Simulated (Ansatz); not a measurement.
Density of states of TiCo₃ (Pm-3m, a = 3.587 Å, b = 3.587 Å, c = 3.587 Å, α = 90.00°, β = 90.00°, γ = 90.00°), in states per eV and primitive cell, averaged over bins of 0.3 eV. The calculation used Ansatz 0.2.0, DFT r2SCAN, scalar-relativistic, plane waves, PAW.

Cutoff 500 eV; k points 12×12×12 on the computed 4-atom cell (Γ-centred); Gaussian smearing, width 0.10 eV; collinear spin from starting moments -0.7 1.46 1.46 1.46 μB.

The cell is relaxed at this level. The states (both spins) are summed by tetrahedra on a 18×18×18 mesh at the self-consistent density. Energies are bin centres; the table starts no lower than −8 eV and ends at 6 eV, or lower where the solved bands end.

It is a metal at this level.

```
E − E_F (eV) total Co 3d down Co 3d up Ti 3d down Ti 3d up Co 4s up Co 4s down
       -7.90   0.28        0.00      0.00        0.00      0.00      0.08        0.10
       -7.60   0.33        0.00      0.00        0.00      0.00      0.09        0.11
       -7.30   0.39        0.00      0.00        0.00      0.00      0.11        0.13
       -7.00   0.44        0.01      0.01        0.01      0.00      0.14        0.15
       -6.70   0.51        0.01      0.01        0.01      0.01      0.16        0.17
       -6.40   0.62        0.02      0.03        0.01      0.01      0.20        0.21
       -6.10   0.71        0.02      0.05        0.02      0.01      0.25        0.22
       -5.80   0.78        0.04      0.07        0.03      0.02      0.25        0.24
       -5.50   0.97        0.06      0.13        0.05      0.04      0.27        0.26
       -5.20   2.00        0.10      0.77        0.08      0.19      0.37        0.28
       -4.90   2.88        0.19      1.35        0.14      0.24      0.39        0.30
       -4.60   3.81        0.43      1.91        0.25      0.26      0.36        0.36
       -4.30   5.08        0.60      3.04        0.35      0.27      0.18        0.39
       -4.00   4.98        0.65      3.23        0.32      0.24      0.07        0.27
       -3.70   6.40        1.13      4.11        0.39      0.23      0.05        0.19
       -3.40   5.01        1.93      2.12        0.49      0.06      0.04        0.12
       -3.10   6.86        2.26      3.46        0.51      0.18      0.10        0.07
       -2.80   7.30        1.96      4.23        0.44      0.19      0.19        0.02
       -2.50   8.56        2.02      5.37        0.39      0.27      0.17        0.03
       -2.20   8.72        2.41      5.09        0.40      0.24      0.14        0.08
       -1.90   9.04        2.65      5.29        0.40      0.18      0.06        0.10
       -1.60   5.25        2.70      1.55        0.34      0.12      0.05        0.10
       -1.30   5.91        2.83      1.88        0.39      0.23      0.10        0.07
       -1.00   6.71        3.58      1.96        0.50      0.19      0.07        0.06
       -0.70   4.81        3.43      0.38        0.43      0.14      0.05        0.05
       -0.40   2.13        1.51      0.04        0.24      0.06      0.03        0.05
       -0.10   2.94        2.47      0.02        0.20      0.04      0.03        0.04
        0.20   3.39        2.99      0.01        0.17      0.03      0.02        0.04
        0.50   2.53        2.18      0.02        0.12      0.03      0.02        0.02
        0.80   3.58        1.65      0.56        0.12      0.47      0.43        0.02
        1.10   5.68        1.58      0.97        0.13      2.14      0.50        0.01
        1.40   6.10        1.20      0.79        1.13      2.58      0.13        0.05
        1.70   5.23        1.70      0.28        1.71      1.23      0.04        0.09
        2.00   5.64        2.29      0.12        2.24      0.62      0.02        0.20
        2.30   2.90        0.98      0.09        1.06      0.47      0.01        0.16
        2.60   2.89        0.49      0.08        0.97      0.95      0.05        0.17
        2.90   2.57        0.23      0.12        0.55      1.20      0.10        0.13
        3.20   1.67        0.10      0.10        0.23      0.80      0.11        0.10
        3.50   0.89        0.07      0.04        0.14      0.31      0.08        0.05
        3.80   0.71        0.06      0.03        0.11      0.18      0.05        0.04
        4.10   0.85        0.07      0.03        0.14      0.17      0.04        0.04
        4.40   1.82        0.15      0.06        0.30      0.34      0.10        0.15
        4.70   1.66        0.11      0.06        0.18      0.32      0.14        0.13
        5.00   1.31        0.08      0.04        0.13      0.20      0.11        0.11
        5.30   1.14        0.07      0.03        0.09      0.14      0.10        0.10
        5.60   1.01        0.05      0.03        0.07      0.10      0.08        0.08
```

The columns after the total are the main Löwdin projections on the occupied valence shells of the potentials; 2 others are left out. The rest of the total lies in those, in shells that are empty in the free atom, which aren't projected, and between the atoms.

The state reached may not be the lowest one.

Only this magnetic start was tried.

Cost: 1 run of about 2.6 core-minutes, on Intel Xeon Platinum 8259CL (Skylake/Cascade Lake) (shared hosts).